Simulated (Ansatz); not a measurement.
Crystal: Br.

```
CELL_PARAMETERS angstrom
3.36325 -2.32255 0.00000
3.36325 2.32255 0.00000
0.00000 0.00000 8.70230
ATOMIC_POSITIONS crystal
Br 0.36510 0.63490 0.39010
Br 0.13490 0.86510 0.89010
Br 0.63490 0.36510 0.60990
Br 0.86510 0.13490 0.10990
```

Program: Ansatz 0.2.0. Alike in all runs: task band structure; potentials or basis Ansatz PAW; cell as given; smearing fermi-dirac 0.05 eV.

Order these runs on this cell by their band gap on the k mesh, lowest first.
A. level HSEsol; spin off; k mesh 4 × 4 × 2; cutoff (eV) 420; points for each segment of the path 4
B. level r2SCAN; spin SOC, no magnetisation; k mesh 5 × 5 × 3; cutoff (eV) 500; points for each segment of the path 14
C. level HSE03; spin off; k mesh 4 × 4 × 2; cutoff (eV) 420; points for each segment of the path 4

B (2.15 eV), C (2.86 eV), A (3.04 eV).

Caveats: the k mesh misses the band edges, so the gap on the mesh is wider than the one along the path (some runs).

A k mesh can miss the band edges, odd and even meshes differently.

Runs at the PBE level aren't shown here.
